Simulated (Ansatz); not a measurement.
## A vibration from a frozen displacement in Si

Computed with DFT PBE, scalar-relativistic, plane waves, PAW (Ansatz). Cutoff 420 eV, Γ-centred 10×10×10 k-points, Gaussian smearing of 0.05 eV. No spin polarisation. Energies are free energies at this smearing, counted from the undisturbed cell; pressure is positive in compression.

The starting cell (relaxed at this level; this form isn't the usual structure):

```xyz
4
Lattice="-3.3458 3.3458 1.9305 3.3458 -3.3458 1.9305 3.3458 3.3458 -1.9305" Properties=species:S:1:pos:R:3 pbc="T T T"
Si    1.1952    1.1952    0.0000
Si    2.1506    2.1506    1.9305
Si    2.1506   -2.1506    1.9305
Si   -2.1506    2.1506    1.9305
```

Atom 1 (Si) is moved by x along the Cartesian unit vector (0.000, 0.000, 1.000); the cell and all other atoms stay fixed. The cell's volume is 86.44 Å³; the moved atoms weigh 28.085 u together and the others 84.255 u. Some rows repeat others by symmetry and weren't run.

| x (Å) | ΔE (meV/cell) | total force on the moved atoms along the move (eV/Å) | pressure (GPa) |
| --- | --- | --- | --- |
| -0.6000 | 2396.47 | 8.4362 | 7.3073 |
| -0.5400 | 1919.85 | 7.4540 | 5.8075 |
| -0.4800 | 1501.46 | 6.4989 | 4.5078 |
| -0.4200 | 1139.13 | 5.5855 | 3.3967 |
| -0.3600 | 830.37 | 4.7131 | 2.4641 |
| -0.3000 | 572.80 | 3.8769 | 1.6940 |
| -0.2400 | 364.63 | 3.0665 | 1.0746 |
| -0.1800 | 204.30 | 2.2815 | 0.6020 |
| -0.1200 | 90.53 | 1.5127 | 0.2678 |
| 0.0000 | 0.00 | 0.0000 | 0.0007 |
| 0.1200 | 90.53 | -1.5127 | 0.2678 |
| 0.1800 | 204.30 | -2.2815 | 0.6020 |
| 0.2400 | 364.63 | -3.0665 | 1.0746 |
| 0.3000 | 572.80 | -3.8769 | 1.6940 |
| 0.3600 | 830.37 | -4.7131 | 2.4641 |
| 0.4200 | 1139.13 | -5.5855 | 3.3967 |
| 0.4800 | 1501.46 | -6.4989 | 4.5078 |
| 0.5400 | 1919.85 | -7.4540 | 5.8075 |
| 0.6000 | 2396.47 | -8.4362 | 7.3073 |

**Question.** What frequency belongs to this motion?

**Answer.** The force constant is k = −dF/dx = 12.606 eV/Å², from the parabola through x = -0.1200, 0 and 0.1200. In every cell the moved atoms swing against the rest, so the mass is μ = m₁m₂/(m₁ + m₂) = 21.064 u, and ν̃ = 521.5 cm⁻¹ × √(|k|/μ) = 403 cm⁻¹. The pattern needn't be a normal mode: ν̃² is then a weighted mean of the squared nonzero frequencies at the zone centre of this cell, taken without macroscopic field, so it lies between the lowest and the highest of them.

**Question.** How far does the harmonic law reach?

**Answer.** At x = -0.600 Å, kx²/2 = 2269.05 meV against the computed 2396.47 meV (+5.6 %): the well is still close to harmonic there.

**Question.** The pressure changes with x². What does that say about the frequency under compression?

**Answer.** With E = k(V)x²/2, k ∝ V^(−2γ) and x scaling with the cell as V^(1/3), P − P0 = −∂E/∂V = (2γ − 2/3) ΔE/V. At x = 0.1800 Å, V(P − P0) = 86.44 × 0.60125 / 160.2 eV = 324.39 meV and ΔE = 204.30 meV, so γ = 1/3 + V(P − P0)/(2ΔE) = 1.13. This is the Grüneisen parameter of the motion under uniform scaling of the cell: shrinking the cell evenly by 1 % in volume raises the frequency by about 1.13 %.

The gap closes along the scan, which can put kinks into the curve.

Cost: 10 runs of about 4.3 core-minutes in all, on Intel Xeon Platinum 8375C (Ice Lake) (shared hosts).

The cell describes a fourfold-coordinated silicon network with four-membered rings. The displacement runs perpendicular to the moved atom's two ring bonds, so to first order it only bends them, while it compresses one of the bonds between rings and stretches the other. These inter-ring bonds probably supply most of the restoring force. Mirror symmetry removes the cubic term, and the remaining anharmonicity is a hardening: the force per unit displacement rises steadily, since repulsion in the shortened bond grows faster than the lengthened one softens. The same bond anharmonicity explains the positive Grüneisen parameter of 1.13, as uniform compression shortens and stiffens the covalent bonds.

The 403 cm⁻¹ lies well below the Raman line of diamond-type silicon, but this is no evidence of much weaker bonds. There the two sublattices move against each other in a pure optical mode, whereas moving one atom against three mixes in softer motions. The positive curvature along this single direction doesn't establish dynamical stability, because an average can hide a soft or unstable mode.
